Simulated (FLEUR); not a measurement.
**Fe (c factor at fixed volume 1.1 on the database's cell): anisotropy by force theorems**

One state of Fe (c factor at fixed volume 1.1 on the database's cell) is converged without symmetry. Force theorems then give its anisotropy.

Program: FLEUR MaX-R8.1. Level of theory: PBE; all-electron FLAPW, Dirac cores, scalar-relativistic bands. Results are calculated unless marked as measured.

This is not the structure that Fe takes at ambient pressure and room temperature (bcc); it is a model or a phase of other conditions.

The database entry behind the starting cell differs from later determinations by our own check (an axis about 0.7 % long against later determinations), so it need not match the best structure at ambient conditions.

**1. The starting structure**

The structure is tetragonal, space group I4/mmm (No. 139). The conventional cell has a = 2.752 Å, b = 2.752 Å, c = 3.175 Å, α = 90.00°, β = 90.00°, γ = 90.00°. Fe has 12 Fe at 2.51 to 2.75 Å nearest.

The cell is strained on purpose: c factor at fixed volume 1.1 on the database's cell.

**2. Self-consistent state**

The force theorems are single passes in this state's potential, so it has to be converged first.

No symmetry is used, so that later steps may turn the spins freely; k and −k are joined. inpgen writes inp.xml from crystal.txt; cutoffs, mixing, functional, smearing and local orbitals are then set in the file. The k list scf (kpts.xml, not shown) is a Γ-centred 14×14×14 mesh; where the ranks do not divide the number of points, some are split in two of half the weight.

inp.xml reads:

```
<?xml version="1.0" encoding="UTF-8" standalone="no"?>
<fleurInput fleurInputVersion="0.39">
   <comment>
      Fe
   </comment>
   <calculationSetup>
      <cutoffs Kmax="3.6" Gmax="10.8" GmaxXC="10.8" numbands="0"/>
      <scfLoop itmax="110" minDistance="0.00002" maxIterBroyd="15" imix="Anderson" alpha="0.05" precondParam="0.0" spinf="2.0" sdNocoIR="T"/>
      <coreElectrons ctail="F" frcor="F" kcrel="0" coretail_lmax="0"/>
      <xcFunctional name="pbe" relativisticCorrections="F"/>
      <magnetism jspins="2" l_noco="F" l_ss="F">
         <qss>0.0 0.0 0.0</qss>
         <mtNocoParams l_mperp="F" l_mtNocoPot="F" l_relaxSQA="F" mag_mixing_scheme="0" mix_RelaxWeightOffD="1.0" l_constrained="F" mix_constr="1.0"/>
         <sourceFreeMag l_sourceFree="F" l_scaleMag="F" mag_scale="1.0"/>
      </magnetism>
      <soc l_soc="F" theta="0.0" phi="0.0" spav="F"/>
      <expertModes spex="0" secvar="F"/>
      <geometryOptimization l_f="F" forcealpha="1.0" forcemix="BFGS" epsdisp="0.00001" epsforce="0.00001"/>
      <ldaU l_linMix="F" mixParam="0.05" spinf="1.0"/>
   </calculationSetup>
   <cell>
      <bzIntegration valenceElectrons="16.0" mode="hist" fermiSmearingEnergy="0.00183747">
         <kPointListSelection listName="scf"/>
         <xi:include xmlns:xi="http://www.w3.org/2001/XInclude" href="kpts.xml"> </xi:include>
      </bzIntegration>
      <xi:include xmlns:xi="http://www.w3.org/2001/XInclude" href="sym.xml"> </xi:include>
      <bulkLattice scale="1.0">
         <bravaisMatrix>
            <row-1>   -2.5999731122839962     2.5999731122839962     2.9995622775775796</row-1>
            <row-2>    2.5999731122839962    -2.5999731122839962     2.9995622775775796</row-2>
            <row-3>    2.5999731122839962     2.5999731122839962    -2.9995622775775796</row-3>
         </bravaisMatrix>
      </bulkLattice>
   </cell>
   <atomSpecies>
      <species name="Iron (Fe) 2.800" element="Fe" atomicNumber="26">
         <mtSphere radius="2.31" gridPoints="763" logIncrement="0.016"/>
         <atomicCutoffs lmax="8" lnonsphr="6"/>
         <electronConfig flipSpins="F">
            <coreConfig>(1s1/2) (2s1/2) (2p1/2) (2p3/2)</coreConfig>
            <valenceConfig>(3s1/2) (3p1/2) (3p3/2) (4s1/2) (3d3/2) (3d5/2)</valenceConfig>
            <stateOccupation state="(3d3/2)" spinUp="1.4" spinDown="1.0"/>
            <stateOccupation state="(3d5/2)" spinUp="3.0" spinDown="0.6"/>
         </electronConfig>
         <energyParameters s="4" p="4" d="3" f="4"/>
         <lo type="SCLO" l="0" n="3" eDeriv="0"/>
         <lo type="SCLO" l="1" n="3" eDeriv="0"/>
      </species>
   </atomSpecies>
   <atomGroups>
      <atomGroup species="Iron (Fe) 2.800">
         <relPos label="                   1">.0000000000 .0000000000 .0000000000</relPos>
         <force calculate="T" relaxXYZ="TTT"/>
         <nocoParams  alpha="0.0" beta="0.0"/>
      </atomGroup>
   </atomGroups>
   <output dos="F" band="F" slice="F">
      <bandDOS minEnergy="-.5*Htr" maxEnergy="0.5*Htr" sigma="0.015" storeEVData="T"/>
      <plotting iplot="0" polar="F">
         <plot TwoD="T" vec1="  1.0  0.0  0.0" vec2="  0.0  1.0  0.0" vec3="  0.0  0.0  1.0" zero="  0.0  0.0  0.0" file="plot"/>
      </plotting>
      <moessbauerParams electricFieldGradient="F" isomerShift="F" coreHyperfine="F" valenceHyperfine="F"/>
   </output>
</fleurInput>
```

crystal.txt reads:

```
Fe
&input film=F cartesian=F /
-1.37584652000  1.37584652000  1.58730000000
1.37584652000  -1.37584652000  1.58730000000
1.37584652000  1.37584652000  -1.58730000000
1.8897261246
1.0 1.0 1.0

1
26 0.00000000000  0.00000000000  0.00000000000 : 2.800

&kpt div1=14 div2=14 div3=14 gamma=T /
```

On the command line:

```bash
OMP_NUM_THREADS=1 inpgen -f crystal.txt -nosym -noco > inpgen.log  # inp.xml is then edited as shown
OMP_NUM_THREADS=1 mpirun -n 4 fleur_MPI > fleur.log
```

What it wrote:

```text
Welcome to FLEUR        (www.flapw.de)
      MaX-Release 8.1          (www.max-centre.eu)

 ========== k-point set info ==========
 Selected k-point list: scf
 k-point list type: mesh
 0 x 0 x 0
 Number of k points: 1376

 ------------Calculation Setup---------------------------
 Number of MPI-tasks      :            4
 Number of PE/node        :            4
 Number of OMP-threads    :            1
 k-points in parallel     :            4
 pe's per k-point         :            1
 No of k-point loops      :          344
 Eigenvalue solver        :       lapack
 Number of basis functions:           78
 Approximate size of matrices (H+S) per k-point:         0.000 GB
 --------------------------------------------------------
 Complex matrix made real
 Complex matrix made real
 Iteration:     1   Distance:      11.00973397 me/bohr^3
 Iteration:     2   Distance:       9.14460980 me/bohr^3
 Iteration:     3   Distance:       6.19044979 me/bohr^3
 Iteration:     4   Distance:       4.24131592 me/bohr^3
 Iteration:     5   Distance:       1.35852082 me/bohr^3
 Iteration:     6   Distance:       1.50208709 me/bohr^3
 Iteration:     7   Distance:       0.66396645 me/bohr^3
 Iteration:     8   Distance:       0.61316036 me/bohr^3
 Iteration:     9   Distance:       0.40943172 me/bohr^3
 Iteration:    10   Distance:       0.26010471 me/bohr^3
 Iteration:    11   Distance:       0.09857369 me/bohr^3
 Iteration:    12   Distance:       0.07081042 me/bohr^3
 Iteration:    13   Distance:       0.02398457 me/bohr^3
 Iteration:    14   Distance:       0.01063330 me/bohr^3
 Iteration:    15   Distance:       0.00587438 me/bohr^3
 Iteration:    16   Distance:       0.00584525 me/bohr^3
 Iteration:    17   Distance:       0.00556933 me/bohr^3
 Iteration:    18   Distance:       0.00105251 me/bohr^3
 Iteration:    19   Distance:       0.00042910 me/bohr^3
 Iteration:    20   Distance:       0.00027667 me/bohr^3
 Iteration:    21   Distance:       0.00007664 me/bohr^3
 Iteration:    22   Distance:       0.00001977 me/bohr^3

 ********************************************************************
 Run finished successfully
 Stop message:
   all done
 ********************************************************************

--- out.xml (last complete iteration) ---
<iteration numberForCurrentRun="   22" overallNumber="   22">
         <energyParameters units="Htr">
            <atomicEP atomType="1" spin="1" branch="4s" branchLowest="-2.89" branchHighest="1.83" value="0.1995526896"/>
            <atomicEP atomType="1" spin="1" branch="4p" branchLowest="-1.63" branchHighest="2.40" value="0.3328540792"/>
            <atomicEP atomType="1" spin="1" branch="3d" branchLowest="-9.99" branchHighest="0.38" value="0.2573964726"/>
            <atomicEP atomType="1" spin="1" branch="4f" branchLowest="-9.99" branchHighest="3.46" value="0.6464423387"/>
            <loAtomicEP atomType="1" spin="1" branch="3s" branchLowest="-29.54" branchHighest="-2.89" value="-2.9013526196"/>
            <loAtomicEP atomType="1" spin="1" branch="3p" branchLowest="-25.07" branchHighest="-1.63" value="-1.6537744989"/>
            <atomicEP atomType="1" spin="2" branch="4s" branchLowest="-2.79" branchHighest="1.90" value="0.1946429356"/>
            <atomicEP atomType="1" spin="2" branch="4p" branchLowest="-1.53" branchHighest="2.47" value="0.3212622246"/>
            <atomicEP atomType="1" spin="2" branch="3d" branchLowest="-9.99" branchHighest="0.49" value="0.3291019062"/>
            <atomicEP atomType="1" spin="2" branch="4f" branchLowest="-9.99" branchHighest="3.54" value="0.6298360992"/>
            <loAtomicEP atomType="1" spin="2" branch="3s" branchLowest="-29.49" branchHighest="-2.79" value="-2.7968201555"/>
            <loAtomicEP atomType="1" spin="2" branch="3p" branchLowest="-25.04" branchHighest="-1.53" value="-1.5518813857"/>
         </energyParameters>
         <bandgap value="-0.0000000002" units="eV"/>
         <sumValenceSingleParticleEnergies value="-13.2667714554" units="Htr"/>
         <FermiEnergy value="0.3335203541" units="Htr"/>
         <valenceDensity>
            <mtCharges spin="1">
               <mtCharge atomType="1" total="8.6630577" s="1.1934633" p="3.1680539" d="4.2831815" f="0.0138886"/>
            </mtCharges>
            <mtCharges spin="2">
               <mtCharge atomType="1" total="6.2313105" s="1.2009669" p="3.2080897" d="1.8096648" f="0.0101145"/>
            </mtCharges>
            <spinDependentCharge spin="1" total="9.1867399" interstitial="0.5236821" mtSpheres="8.6630577"/>
            <spinDependentCharge spin="2" total="6.8132601" interstitial="0.5819497" mtSpheres="6.2313105"/>
            <totalCharge value="16.0000000000"/>
         </valenceDensity>
         <coreStates atomType="     1" atomicNumber=" 26" spin="1" kinEnergy="    574.6283128381" eigValSum="   -361.3216551980" lostElectrons=" 0.000000">
            <state n="1" l="0" j="0.5" energy="-256.5504876514" weight="1.0000000000"/>
            <state n="2" l="0" j="0.5" energy="-29.5382020613" weight="1.0000000000"/>
            <state n="2" l="1" j="0.5" energy="-25.3831117113" weight="1.0000000000"/>
            <state n="2" l="1" j="1.5" energy="-24.9249268870" weight="2.0000000000"/>
         </coreStates>
         <coreStates atomType="     1" atomicNumber=" 26" spin="2" kinEnergy="    575.1044105218" eigValSum="   -361.1709721508" lostElectrons=" 0.000000">
            <state n="1" l="0" j="0.5" energy="-256.5509662534" weight="1.0000000000"/>
            <state n="2" l="0" j="0.5" energy="-29.4918950763" weight="1.0000000000"/>
            <state n="2" l="1" j="0.5" energy="-25.3488407129" weight="1.0000000000"/>
            <state n="2" l="1" j="1.5" energy="-24.8896350541" weight="2.0000000000"/>
         </coreStates>
         <allElectronCharges>
            <spinDependentCharge spin="1" total="14.1867399" interstitial="0.5236821" mtSpheres="13.6630577"/>
            <spinDependentCharge spin="2" total="11.8132601" interstitial="0.5819497" mtSpheres="11.2313105"/>
            <totalCharge value="26.0000000001"/>
         </allElectronCharges>
         <magneticMomentsInMTSpheres units="muBohr">
            <globalMagMoment atomType="1" vec="0.00000   0.00000   2.43175"/>
            <localMagMoment atomType="1" vec="0.00000   0.00000   2.43175"/>
         </magneticMomentsInMTSpheres>
         <moessbauerParams unitsHFF="kG" unitsIS="e/bohr^3" unitsEFG="Htr/bohr^2">
         </moessbauerParams>
         <totalEnergy value="    -1272.8011807658" units="Htr">
            <sumOfEigenvalues value="     -735.7593988042">
               <coreElectrons value="-722.4926273488"/>
               <valenceElectrons value="-13.2667714554"/>
            </sumOfEigenvalues>
            <densityCoulombPotentialIntegral value="-1953.3578997917"/>
            <densityEffectivePotentialIntegral value="-2025.9716362934"/>
            <chargeDenXCDenIntegral value="-55.9416869564"/>
            <FockExchangeEnergyValence value="0.0000000000"/>
            <FockExchangeEnergyCore value="0.0000000000"/>
            <atomTypeDependentContributions atomType="1">
               <electronNucleiInteractionDifferentMTs value="1520.0207404432"/>
               <MadelungTerm value="-10.3720409596"/>
            </atomTypeDependentContributions>
            <tkbTimesEntropy value="0.0003377690"/>
            <freeEnergy value="-1272.8015185348"/>
            <extrapolationTo0K value="-1272.8013496503"/>
         </totalEnergy>
         <densityConvergence units="me/bohr^3">
            <chargeDensity spin="1" distance="0.0000124756"/>
            <chargeDensity spin="2" distance="0.0000087304"/>
            <overallChargeDensity distance="0.0000197678"/>
            <spinDensity distance="0.0000085415"/>
         </densityConvergence>
      </iteration>
```

Elapsed: 72 s, on 4 MPI ranks of Arm Neoverse V2, shared host; peak memory 0.35 GiB.

Read from the output:

```
free energy    : -34634.6937 eV
magnetization  : 2.373 μB
final state    : ferromagnetic
largest moment : 2.432 μB
```

After 22 cycles the largest moment stands at 2.43 μB.

**3. Anisotropy by the force theorem, rung 1**

Anisotropy is a small difference, so it is taken from sums over occupied states at a frozen potential, where most errors cancel.

One pass with spin–orbit coupling for each direction, from the saved density. Inversion lets half of the mesh serve, which the program's warning doesn't know. The k list mae (kpts.xml, not shown) is a Γ-centred 19×19×19 mesh.

inp.xml, as its differences from that of step 2:

```diff
@@ -6,4 +6,4 @@
    <calculationSetup>
-      <cutoffs Kmax="3.6" Gmax="10.8" GmaxXC="10.8" numbands="0"/>
-      <scfLoop itmax="110" minDistance="0.00002" maxIterBroyd="15" imix="Anderson" alpha="0.05" precondParam="0.0" spinf="2.0" sdNocoIR="T"/>
+      <cutoffs Kmax="3.6" Gmax="10.8" GmaxXC="10.8" numbands="36"/>
+      <scfLoop itmax="1" minDistance="0.00002" maxIterBroyd="15" imix="Anderson" alpha="0.05" precondParam="0.0" spinf="2.0" sdNocoIR="T"/>
       <coreElectrons ctail="F" frcor="F" kcrel="0" coretail_lmax="0"/>
@@ -15,3 +15,3 @@
       </magnetism>
-      <soc l_soc="F" theta="0.0" phi="0.0" spav="F"/>
+      <soc l_soc="T" theta="0.0" phi="0.0" spav="F"/>
       <expertModes spex="0" secvar="F"/>
@@ -22,3 +22,3 @@
       <bzIntegration valenceElectrons="16.0" mode="hist" fermiSmearingEnergy="0.00183747">
-         <kPointListSelection listName="scf"/>
+         <kPointListSelection listName="mae"/>
          <xi:include xmlns:xi="http://www.w3.org/2001/XInclude" href="kpts.xml"> </xi:include>
@@ -63,2 +63,5 @@
    </output>
+   <forceTheorem>
+      <MAE theta="0.0 1.5707963 1.5707963 0.7853982" phi="0.0 0.0 0.7853982 0.0"/>
+   </forceTheorem>
 </fleurInput>
```

On the command line:

```bash
OMP_NUM_THREADS=1 mpirun -n 4 fleur_MPI -warn_only > fleur.log
```

What it wrote:

```text
[banner, memory and clock lines left out]
Welcome to FLEUR        (www.flapw.de)
      MaX-Release 8.1          (www.max-centre.eu)
************FLEUR-Warning*****************
Error message: k-point set is not compatible to missing time-reversal symmetry in calculation.
Error occurred in subroutine: gen_bz
Error from PE:0/4
Other PEs with error messages:
     1-k-point set is not compatible to missing time-reversal symmetry in calculation.
     3-k-point set is not compatible to missing time-reversal symmetry in calculation.
*****************************************
************FLEUR-Warning*****************
Error message: k-point set is not compatible to missing time-reversal symmetry in calculation.
Error occurred in subroutine: gen_bz
Error from PE:1/4
Other PEs with error messages:
     3-k-point set is not compatible to missing time-reversal symmetry in calculation.
*****************************************

 ========== k-point set info ==========
 Selected k-point list: mae
 k-point list type: mesh
 0 x 0 x 0
 Number of k points: 3432

 [... set-up left out ...]
 ********************************************************************
 Run finished successfully
 Stop message:
   Forcetheorem MAE
 ********************************************************************

--- out.xml (force theorem) ---
<Forcetheorem_MAE Angles="4" units="Htr">
            <Angle theta="0.0000000" phi="0.0000000" ev-sum="-13.267374936"/>
            <Angle theta="1.5707963" phi="0.0000000" ev-sum="-13.267378059"/>
            <Angle theta="1.5707963" phi="0.7853982" ev-sum="-13.267378038"/>
            <Angle theta="0.7853982" phi="0.0000000" ev-sum="-13.267376510"/>
         </Forcetheorem_MAE>
```

Elapsed: 38 s, on 4 MPI ranks; peak memory 0.86 GiB; 2.5 min of CPU time.

Anisotropy energies, by row:

| axis | x | y | z | band energy less the first axis' (meV a cell) |
| --- | --- | --- | --- | --- |
| [001] | 0 | 0 | 1 | 0 |
| [100] | 1 | 0 | 0 | -0.08498 |
| [110] | 0.7071 | 0.7071 | 0 | -0.08441 |
| 45 degrees from [001] toward [100] | 0.7071 | 0 | 0.7071 | -0.04283 |

Indices are those of the standard conventional cell; x, y, z give the same directions in the axes of the input.

**4. Energy against the direction of the moments, rung 2**

A second rung shows how far the first can be trusted.

The k list mae (kpts.xml, not shown) is a Γ-centred 29×29×29 mesh.

inp.xml is that of step 3.

What it wrote:

```text
[banner, memory and clock lines left out]
Welcome to FLEUR        (www.flapw.de)
      MaX-Release 8.1          (www.max-centre.eu)
************FLEUR-Warning*****************
Error message: k-point set is not compatible to missing time-reversal symmetry in calculation.
Error occurred in subroutine: gen_bz
Error from PE:0/4
*****************************************

 ========== k-point set info ==========
 Selected k-point list: mae
 k-point list type: mesh
 0 x 0 x 0
 Number of k points: 12196

 [... set-up left out ...]
 ********************************************************************
 Run finished successfully
 Stop message:
   Forcetheorem MAE
 ********************************************************************

--- out.xml (force theorem) ---
<Forcetheorem_MAE Angles="4" units="Htr">
            <Angle theta="0.0000000" phi="0.0000000" ev-sum="-13.267356574"/>
            <Angle theta="1.5707963" phi="0.0000000" ev-sum="-13.267359172"/>
            <Angle theta="1.5707963" phi="0.7853982" ev-sum="-13.267359164"/>
            <Angle theta="0.7853982" phi="0.0000000" ev-sum="-13.267357876"/>
         </Forcetheorem_MAE>
```

Elapsed: 2.2 min, on 4 MPI ranks; peak memory 2.6 GiB; 8.8 min of CPU time.

Anisotropy energies, by row:

| axis | x | y | z | band energy less the first axis' (meV a cell) |
| --- | --- | --- | --- | --- |
| [001] | 0 | 0 | 1 | 0 |
| [100] | 1 | 0 | 0 | -0.0707 |
| [110] | 0.7071 | 0.7071 | 0 | -0.07048 |
| 45 degrees from [001] toward [100] | 0.7071 | 0 | 0.7071 | -0.03543 |

[end of part 1 of 2]

[Logs and program files are shortened in this print: banners, set-up blocks, solver, clock and traceback lines can be left out without a mark of their own.]

[Logs are printed without paths, hosts, clocks, repeated set-up lines and the standing remarks that a program may print on its own settings, such as how far it seeks lower states.]

[Hosts, paths, dates, database ids (printed as entryN), source tags and the programs' standing remarks are cut or masked in the printed files.]

[Where a cell is said to come from a database of computed structures, the database is the Materials Project.]
